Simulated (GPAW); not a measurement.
Ru, 2 atoms in the cell. It takes space group P6_3/mmc (No. 194, hexagonal). Conventional cell: a = 2.706 Å, b = 2.706 Å, c = 4.282 Å, α = 90.00°, β = 90.00°, γ = 120.00°. Ru (site symmetry -6m2) is surrounded by 12 Ru at 2.65 to 2.71 Å. 

* Program: GPAW 26.7.0
* Task: band structure
* Functional: OLYP
* Potentials or basis: PAW data sets generated in the run's folder for this functional
* Cutoff: 600 eV
* Basis: pw
* k mesh: 8 × 8 × 5
* Occupations: fermi-dirac, width 0.05 eV
* Spin: spin-orbit coupling, no magnetisation
* Eigensolver: davidson
* Maxiter: 150
* Band path: GMKGALHA,LM,KH
* Band points: 60
* spin axis theta (degrees): 54.7
* spin axis phi (degrees): 45
* Soc after scf: second variation

Potentials or basis: PAW data sets generated in the run's folder for this functional, pw.

Command:

```console
$ gpaw-setup -f GGA_X_OPTX+GGA_C_LYP Ru
$ OMP_NUM_THREADS=1 python run.py
```

Hardware: 1 thread of Arm Neoverse V1, on a shared host.

Q: Estimate the wall time of this run.

A: Run time: 30 s on 1 thread of Arm Neoverse V1 (shared host), peak memory 0.26 GiB. Counts: scf iterations 14, plane waves 929, bands 29, k points 40.
